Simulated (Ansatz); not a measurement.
# KTaO3: band gap under strain

Aim: follow the gap of KTaO3 (cubic perovskite) through these states: +2.0 % strain along z alone; +3.0 % strain along z alone; +4.0 % strain along z alone. The table at the end shows which levels were run.

The runs shown are made with Ansatz 0.2.0. PAW datasets, plane waves. No spin polarisation and no zero-point or thermal motion.

### Step 1. The system as given

The unstrained cell was relaxed with r2SCAN; in each strained cell the atoms were relaxed again with r2SCAN. Names of k-points are those of the unstrained zone, where strain can split equivalent points. First state: +2.0 % strain along z alone.

It is tetragonal, P4/mmm (No. 123); conventional cell a = 3.990 Å, c = 4.070 Å, 12.96 Å³ an atom. K has 12 O at 2.82–2.85 Å; Ta has 6 O at 2.00–2.03 Å; O has 2 Ta at 2.03 Å and 4 K at 2.82 Å; O has 2 Ta at 2.00 Å and 4 K at 2.85 Å.

Structure file:

```cif
data_structure
_symmetry_space_group_name_H-M 'P4/mmm'
_symmetry_Int_Tables_number 123
_cell_length_a 3.9901
_cell_length_b 3.9901
_cell_length_c 4.0699
_cell_angle_alpha 90.000
_cell_angle_beta 90.000
_cell_angle_gamma 90.000
_cell_volume 64.80
loop_
_atom_site_label
_atom_site_type_symbol
_atom_site_symmetry_multiplicity
_atom_site_Wyckoff_symbol
_atom_site_fract_x
_atom_site_fract_y
_atom_site_fract_z
_atom_site_occupancy
K1 K 1 a 0.00000 0.00000 0.00000 1
Ta1 Ta 1 d 0.50000 0.50000 0.50000 1
O1 O 1 c 0.50000 0.50000 0.00000 1
O2 O 2 e 0.50000 0.00000 0.50000 1
```

From earlier runs on the unstrained cell: PBE 2.22 eV, r2SCAN 2.63 eV, HSE06 3.57 eV, r2SCAN+SOC 2.48 eV; a = 3.990 Å.

### Step 2. +2.0 % strain along z alone: PBE

Input file input.yaml:

```yaml
crystal:
  lattice:
    - [3.990131103, 0.0, 0.0]
    - [0.0, 3.990131103, 0.0]
    - [0.0, 0.0, 4.0699337251]
  atoms:
    - { symbol: K, position: [0.0, 0.0, 0.0] }
    - { symbol: Ta, position: [0.5, 0.5, 0.5] }
    - { symbol: O, position: [0.5, 0.5, 0.0] }
    - { symbol: O, position: [0.5, 0.0, 0.5] }
    - { symbol: O, position: [0.0, 0.5, 0.5] }
kpoints:
  mp_grid: { grid: [6, 6, 6] }
  band_path:
    path: [[0.0, 0.0, 0.0], [0.0, 0.5, 0.0], [0.5, 0.5, 0.0], [0.5, 0.5, 0.5]]
    npoints: 1
hamiltonian:
  xc: pbe
scf:
  occupations: { method: fermi_dirac, width: 0.02 }
  n_extra_bands: 5
output:
  forces: true
  stress: true
  eigenvalues: true
  write_density: true
  write_potential: true
  elf: true
  volumetric_format: npy
```

Started as:

```sh
$ ansatz run input.yaml --threads 2 --pin off --max-ram 28569MiB --backend cpu --events-out ev --progress --plain --runs-dir out
```

The runs that follow: +2.0 % strain along z alone: r2SCAN; +2.0 % strain along z alone: HSE06; +2.0 % strain along z alone: r2SCAN+SOC; +2.0 % strain along z alone: r2SCAN; +3.0 % strain along z alone: PBE; +3.0 % strain along z alone: r2SCAN; +3.0 % strain along z alone: HSE06; +3.0 % strain along z alone: r2SCAN+SOC; +3.0 % strain along z alone: r2SCAN; +4.0 % strain along z alone: PBE; +4.0 % strain along z alone: r2SCAN; +4.0 % strain along z alone: HSE06; +4.0 % strain along z alone: r2SCAN+SOC; +4.0 % strain along z alone: r2SCAN.

**Question.** What will these runs give?

As calculated:

Least gap in eV (negative: overlap), with the change from the unstrained cell in brackets:

```
                      state  volume change (%)           PBE        r2SCAN         HSE06
+2.0 % strain along z alone               +2.0  2.15 (-0.07)  2.55 (-0.08)  3.48 (-0.09)
+3.0 % strain along z alone               +3.0  2.12 (-0.10)  2.51 (-0.12)  3.44 (-0.13)
+4.0 % strain along z alone               +4.0  2.08 (-0.14)  2.47 (-0.16)  3.40 (-0.17)
```

In words: With HSE06, of the states in the table +4.0 % strain along z alone shifts the gap most, by -0.164 eV. PBE and HSE06 differ by 1.35 eV on the unstrained gap, and by at most 0.03 eV on its change: the two disagree on the size of the gap but agree on its response to strain. Spin-orbit coupling is left out of the table, though the cell holds Ta (Z = 73); in an element this heavy it can shift bands and gaps by tenths of an eV.
